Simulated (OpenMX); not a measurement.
**N under changes of volume**

One of the cells (6.858 Å³/atom); the others are scaled copies at fixed shape and fractional positions:

```xyz
2
Lattice="2.5362 0.0000 0.0000 -1.2681 2.1964 0.0000 0.0000 0.0000 2.4622" Properties=species:S:1:pos:R:3 pbc="T T T"
N     0.0000    1.4643    1.8467
N     1.2681    0.7321    0.6156
```

The real solid is made of molecules; this cell is a model form.

| Item | Value |
| --- | --- |
| Program | OpenMX 3.8.5 |
| Functional | PBE |
| Potentials or basis | OpenMX 2013 PBE set, N6.0-s2p2d1, fixed grid of 25 × 25 × 28 points |
| k mesh | 13 × 13 × 11 |
| Occupations | fermi-dirac, width 0.05 eV |
| Spin | no spin polarisation |

| volume (Å³/atom) | energy over the lowest point (meV/atom) | largest force (eV/Å) |
| --- | --- | --- |
| 6.320 | 69.01 | 0.030 |
| 6.454 | 47.07 | 0.029 |
| 6.589 | ? | ? |
| 6.858 | 7.43 | 0.026 |
| 6.992 | 1.99 | 0.025 |
| 7.127 | 0.00 | 0.024 |

Question: What does the run at 6.589 Å³/atom give?

Answer: Energy over the lowest point 29.71 meV/atom; largest force 0.028 eV/Å.

Worked out: A Birch-Murnaghan fit of order 3 (a polynomial in V^(-2/3)) to the other rows has its minimum at 7.14 Å³/atom, just outside them, with B0 = V·E''(V) = 199 GPa and B' = 3.0 at fixed shape and positions, which overstates the stiffness. It gives 29.62 meV/atom at 6.589 Å³/atom, against the run's 29.71.

Energies are extrapolated to zero smearing.

Caveats: the basis of atomic orbitals isn't converged, which shifts pressures, moduli and gaps.
